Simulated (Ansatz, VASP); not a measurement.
## Hf: VASP beside Ansatz

```xyz
1
Lattice="-1.7524 1.7524 1.7524 1.7524 -1.7524 1.7524 1.7524 1.7524 -1.7524" Properties=species:S:1:pos:R:3 pbc="T T T"
Hf    0.0000    0.0000    0.0000
```

This isn't the form of Hf at room conditions, which is hcp.

Alike in both runs: functional PBE; dispersion D3(BJ); k mesh 16 × 16 × 16; occupations gaussian, width 0.1 eV; no spin polarisation.

Ansatz relaxed the structure, and its values are those at the end. VASP's run is a single point on that final structure, the one shown.

```csv
,VASP,Ansatz
version,VASP 6.6.1,Ansatz 0.2.0
potentials or method,"VASP PAW PBE potentials, release 64 (Hf_pv)","scalar-relativistic, plane waves, PAW"
plane-wave cutoff (eV),520,420
valence electrons in the cell,10,26
```

```tsv
	VASP	Ansatz	Ansatz less VASP
gap on the k mesh at the Fermi level (eV)	none	none	-
pressure (GPa)	-0.3	0.0	+0.33
```

A gap of «none» marks a metal or a gap that the smearing closes. The two sets of potentials don't hold the same shells in valence.

Caveats: pairwise dispersion overbinds metals, which lowers pressure and volume. The runs have no spin-orbit coupling, so splittings on Hf are missing.
